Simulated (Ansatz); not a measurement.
A run of Ansatz 0.2.0:

File input.yaml:

```yaml
crystal:
  lattice: { a: 3.61, b: 3.61, c: 3.61, alpha: 90.0, beta: 90.0, gamma: 90.0 }
  space_group: 229
  setting: { hermann_mauguin: Im-3m }
  reduce_to_primitive: true
  atoms:
    - { symbol: Hf, position: [0.0, 0.0, 0.0] }
kpoints:
  mp_grid: { grid: [10, 10, 10] }
scf:
  occupations: { method: fermi_dirac, width: 0.15 }
hamiltonian:
  xc: { exchange: pbe, correlation: lyp }
  pseudopotentials: { kind: all_electron, lapw: { basis_error: 0.001 } }
output:
  forces: true
  stress: true
  eigenvalues: true
```

Potentials or basis: all-electron LAPW, scalar-relativistic.

Command:

```console
$ ansatz run input.yaml --threads 1 --pin off --max-ram 2560MiB --backend cpu --events-out ev --progress --plain --runs-dir out
```

Hardware: 1 thread of Intel(R) Xeon(R) Platinum 8488C (Sapphire Rapids), on a shared host.

Q: How long does it take, and how much memory?

A: It took 6.9 s on 1 thread of Intel(R) Xeon(R) Platinum 8488C (Sapphire Rapids), on a shared host, peak memory 0.27 GiB. Counts: scf iterations 8, plane waves 177, k points 47, bands 22.
